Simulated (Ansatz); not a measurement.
A 4-atom cell of KI (P6_3/mmc) from a materials database, relaxed with r2SCAN, was run in Ansatz under altered settings. All numbers are computed, without spin polarisation but where a row says otherwise.

```yaml
crystal:
  lattice:
    - [2.44984, -4.24281, 0.00000]
    - [2.44984, 4.24281, 0.00000]
    - [0.00000, 0.00000, 8.59082]
  atoms:
    - { symbol: K, position: [0.50000, 0.50000, 0.50000] }
    - { symbol: K, position: [0.50000, 0.50000, 0.00000] }
    - { symbol: I, position: [0.83340, 0.16660, 0.25000] }
    - { symbol: I, position: [0.16660, 0.83340, 0.75000] }
```

The base run's other keys:
```yaml
kpoints:
  mp_grid: { grid: [6, 6, 2] }
hamiltonian:
  xc: hse06
scf:
  occupations: { method: fixed }
  n_extra_bands: 5
```

It takes 12 iterations with 3491 plane waves at 420 eV and 26 k points, and leaves a mean stress of +0.26 GPa. The gap over this mesh is 4.850 eV. It ran on 4 threads of Arm Neoverse V1 (shared host).

Outcomes, with energy and stress as changes against the base:
```
                                  setting    outcome  ΔF (meV/atom)  Δ mean stress (GPa)  gap on the mesh (eV)  iterations  wall time
 PBE hybrid, exx coeff 0.4, omega 0.5 1/Å  converged              –                  0.0                 4.626          13       81 s
                scf.exx.ecutfock_ratio: 4  converged            0.0                  0.0                 4.850          12       77 s
    PBE hybrid, exx coeff 0.4, unscreened  converged              –                 -0.1                 6.574          19       93 s
PBE hybrid, exx coeff -0.2, omega 0.3 1/Å    refused              –                    –                     –           –     0.03 s
```
A dash marks a value that wasn't obtained or can't be compared. Stress is positive in compression. The base took 68 s. The base's mesh is coarse for a hybrid, so its own values aren't converged.

- PBE hybrid, exx coeff 0.4, omega 0.5 1/Å. That is 40 % exact exchange, screened with ω = 0.5 1/Å, against HSE06's 25 % screened at 0.208 1/Å. The mean stress moves by 0.0 GPa and the gap on the mesh by -0.225 eV (to 4.626). Totals of different functionals aren't comparable.
- PBE hybrid, exx coeff 0.4, unscreened. That is 40 % exact exchange, at all ranges, against HSE06's 25 % screened at 0.208 1/Å. The mean stress moves by -0.1 GPa and the gap on the mesh by +1.724 eV (to 6.574). Totals of different functionals aren't comparable.
- PBE hybrid, exx coeff -0.2, omega 0.3 1/Å. The input is refused before any iteration. Error: invalid value for `hamiltonian.xc.exx.coeff`: must be finite and in (0, 1]; got -0.2

Within 1 meV an atom, 0.1 GPa and 0.005 eV of the base stay: scf.exx.ecutfock_ratio: 4.

No spin-orbit coupling is included; it can move band edges with weight on the heavy atoms by tenths of an eV.

The program warns that its thresholds are loose for a hybrid's stress.

The meshes of the hybrids are coarse, so their gaps aren't converged to the digits shown.
